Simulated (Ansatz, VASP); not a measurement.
# Si: VASP beside Ansatz

```xyz
2
Lattice="0.0000 2.5521 2.9521 2.5521 0.0000 2.9521 2.5521 2.5521 0.0000" Properties=species:S:1:pos:R:3 pbc="T T T"
Si    2.5521    2.5521    2.9521
Si    3.8282    3.8282    4.4281
```

Alike in both runs: task single point; functional LDA; k mesh 12 × 12 × 12; occupations gaussian, width 0.05 eV; no spin polarisation.

|  | VASP | Ansatz |
| --- | --- | --- |
| version | VASP 6.6.1 | Ansatz 0.2.0 |
| potentials or method | VASP PAW LDA potentials, release 64 (Si) | scalar-relativistic, plane waves, PAW |
| plane-wave cutoff (eV) | 520 | 420 |
| valence electrons in the cell | 8 | 8 |

Ansatz gave:

```
gap on the k mesh at the Fermi level (eV)       : none
pressure (GPa)                                  : 1.6
largest component of the traceless stress (GPa) : 11.24
```

Estimate VASP's values.

gap on the k mesh at the Fermi level (eV): none; pressure (GPa): 1.7; largest component of the traceless stress (GPa): 11.23.

A gap of «none» marks a metal or a gap that the smearing closes. Ansatz warned: «pseudo_functional_mismatch».
